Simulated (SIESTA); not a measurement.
SiNi3:

```
Ni Si
1.0
     3.54200    0.00000    0.00000
     0.00000    3.54200    0.00000
     0.00000    0.00000    3.54200
Ni Si
3 1
Cartesian
  1.7710 1.7710 0.0000
  1.7710 0.0000 1.7710
  0.0000 1.7710 1.7710
  0.0000 0.0000 0.0000
```

Base run:

```yaml
Program: SIESTA 5.4.2
Functional: PBE
Potentials_or_basis: PseudoDojo 0.4 standard (PBE files)
Basis: DZP (energy shift 0.003 Ry; two zetas on semicore shells)
Grid_cutoff: 800 Ry
Energy_shift: 0.003 Ry
k_mesh: 6 × 6 × 6
Occupations: fermi-dirac, width 0.05 eV
Spin: collinear spin, ferromagnetic start
Starting_moments: "[1.0, 1.0, 1.0, 0.0] μB"
```

Its results: band gap on the k mesh none (metal or under the smearing width); pressure -5.6 GPa; net moment 0.00 μB per cell.

Problem. The run is repeated on the same cell with these changes: functional from PBE to optB88-vdW. What comes out?

Solution. Band gap on the k mesh none (metal or under the smearing width); pressure -4.3 GPa; net moment 0.00 μB per cell.

Caveats: short orbitals over semicore shells can move pressures by several GPa; the basis of atomic orbitals isn't converged, which shifts pressures, moduli and gaps; the potentials were made for another functional, which shifts forces and pressure (some runs).
